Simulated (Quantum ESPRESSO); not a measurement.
The system is BaTiO3.

```xyz
5
Lattice="4.0060 0.0000 0.0000 0.0000 4.0060 0.0000 0.0000 0.0000 4.0060" Properties=species:S:1:pos:R:3 pbc="T T T"
Ba    2.0030    2.0030    2.0030
Ti    0.0000    0.0000    0.0000
O     0.0000    0.0000    2.0030
O     0.0000    2.0030    0.0000
O     2.0030    0.0000    0.0000
```

Program: Quantum ESPRESSO 7.5. Alike in all runs: task band structure; no spin polarisation; cell as given; smearing fermi-dirac 0.05 eV.

Order these runs on this cell by their pressure, lowest first.
A. level LDA; potentials or basis GBRV 1.5 LDA; k mesh 7 × 7 × 7; cutoff (eV) 612; SCF threshold 1e-09 Ry; form of the LDA correlation PZ81
B. level PBEsol; potentials or basis GBRV 1.5 PBEsol; k mesh 7 × 7 × 7; cutoff (eV) 612; SCF threshold 1e-09 Ry
C. level r2SCAN; potentials or basis SG15 PBE 1.2; k mesh 5 × 5 × 5; cutoff (eV) 1197; SCF threshold 1e-08 Ry; symmetry off

A (-8.1 GPa), B (-3.6 GPa), C (-1.9 GPa).

Caveats: the potentials were made for another functional, which shifts forces and pressure (some runs).

Not every run made on this cell is shown here.
